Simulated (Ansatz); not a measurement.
The calculation used DFT PBE, scalar-relativistic, plane waves, PAW (Ansatz). All cells share a 420 eV cutoff and Γ-centred k meshes spaced at most about 0.3 Å⁻¹ (about 0.25 or finer for metals, 2π included). No spin polarisation.

These are static total energies at zero pressure.

Compare these two cells of Mg3Sn2N2, each relaxed at this level.

A.

```cif
data_structure
_symmetry_space_group_name_H-M 'R-3m:H'
_symmetry_Int_Tables_number 166
_cell_length_a 3.2955
_cell_length_b 3.2955
_cell_length_c 39.2924
_cell_angle_alpha 90.000
_cell_angle_beta 90.000
_cell_angle_gamma 120.000
_cell_volume 369.55
loop_
_atom_site_label
_atom_site_type_symbol
_atom_site_symmetry_multiplicity
_atom_site_Wyckoff_symbol
_atom_site_fract_x
_atom_site_fract_y
_atom_site_fract_z
_atom_site_occupancy
Mg1 Mg 3 a 0.00000 0.00000 0.00000 1
Mg2 Mg 6 c 0.00000 0.00000 0.72068 1
Sn1 Sn 6 c 0.33333 0.66667 0.79836 1
N1 N 6 c 0.66667 0.33333 0.96559 1
```

B.

```cif
data_structure
_symmetry_space_group_name_H-M 'P-3m1'
_symmetry_Int_Tables_number 164
_cell_length_a 3.2688
_cell_length_b 3.2688
_cell_length_c 13.1961
_cell_angle_alpha 90.000
_cell_angle_beta 90.000
_cell_angle_gamma 120.000
_cell_volume 122.11
loop_
_atom_site_label
_atom_site_type_symbol
_atom_site_symmetry_multiplicity
_atom_site_Wyckoff_symbol
_atom_site_fract_x
_atom_site_fract_y
_atom_site_fract_z
_atom_site_occupancy
Mg1 Mg 1 a 0.00000 0.00000 0.00000 1
Mg2 Mg 2 d 0.66667 0.33333 0.16385 1
Sn1 Sn 2 c 0.00000 0.00000 0.38688 1
N1 N 2 d 0.66667 0.33333 0.89781 1
```

Question: Which is lower in energy, and by how much?

Answer: They are level within the accuracy (5 meV/atom apart, with B the lower in these runs). A has space group R-3m (No. 166), 17.6 Å³/atom and no gap on its mesh; B has space group P-3m1 (No. 164), 17.4 Å³/atom and no gap. Counting Mg or Sn atoms around N (for each partner element, those within 1.25 times its shortest distance or 1.15 times the sum of covalent radii, where it is the nearest in units of that sum or under 1.3; a plus sign parts groups by distance over the sum of covalent radii), A has N 3+3 and B has N 6. Both come from invented guesses. The lowest form computed isn't among them: it has space group P-3m1 (No. 164), 17.2 Å³/atom and lies 8 meV/atom below the best shown.

The k mesh leaves some 4 meV/atom of noise in the energy of each metallic cell. Cells relaxed within their symmetry can be saddle points. Some types were kept out of the candidates beforehand, so the set may lack a known form.
